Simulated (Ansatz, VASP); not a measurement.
ZnS: VASP beside Ansatz

Contents of INCAR:

```
SYSTEM = ZnS
PREC = Accurate ; ENCUT = 600
EDIFF = 1E-7 ; ISMEAR = 0
SIGMA = 0.02 ; LREAL = .FALSE.
LASPH = .TRUE. ; NELM = 100
ALGO = Normal ; ISIF = 3
LWAVE = .FALSE. ; LCHARG = .FALSE.
GGA = PE ; IBRION = 2
NSW = 80 ; EDIFFG = -0.01
```

File KPOINTS:

```
regular mesh
0
G
  10 10 10
  0 0 0
```

POSCAR

```
ZnS
1.0
    0.0000000000      2.7020000000      2.7020000000
    2.7020000000      0.0000000000      2.7020000000
    2.7020000000      2.7020000000      0.0000000000
Zn S
1 1
Direct
    0.2500000000      0.2500000000      0.2500000000
    0.0000000000      0.0000000000      0.0000000000
```

Input for Ansatz:

```yaml
crystal:
  lattice:
    - [0.0, 2.702, 2.702]
    - [2.702, 0.0, 2.702]
    - [2.702, 2.702, 0.0]
  atoms:
    - { symbol: Zn, position: [0.25, 0.25, 0.25] }
    - { symbol: S, position: [0.0, 0.0, 0.0] }
scf:
  occupations: { method: gaussian, width: 0.02 }
output:
  forces: true
  stress: true
  eigenvalues: true
  write_density: true
  write_potential: true
  elf: true
  volumetric_format: npy
kpoints:
  mp_grid: { grid: [10, 10, 10] }
hamiltonian:
  xc: pbe
relax:
  f_tol: 0.01
  adjacent_minimum: "off"
  cell: { stress_tol: 0.05 }
```

Alike in both runs: task relaxation of cell and atoms; functional PBE; k mesh 10 × 10 × 10; occupations gaussian, width 0.02 eV; no spin polarisation.

|  | VASP | Ansatz |
| --- | --- | --- |
| version | VASP 6.6.1 | Ansatz 0.2.0 |
| potentials or method | VASP PAW PBE potentials, release 64 (Zn, S) | scalar-relativistic, plane waves, PAW |
| plane-wave cutoff (eV) | 600 | 420 |
| valence electrons in the cell | 18 | 18 |

Ansatz gave:

| Property | Result |
| --- | --- |
| gap on the k mesh at the Fermi level, each at its own relaxed structure (eV) | 2.02 |
| relaxed volume (Å³/atom) | 20.16 |
| relaxed cell length with the largest relative difference (Å) | 3.849 |
| energy change over the relaxation (meV/atom) | -2 |

Question: What did VASP give for the same quantities?

Answer: gap on the k mesh at the Fermi level, each at its own relaxed structure (eV): 2.01; relaxed volume (Å³/atom): 20.20; relaxed cell length with the largest relative difference (Å): 3.852; energy change over the relaxation (meV/atom): -3.

As with any semilocal functional, this PBE gap is likely too small. PBE usually gives volumes a little too large and moduli too small. Zero-point motion and thermal expansion aren't in these numbers.
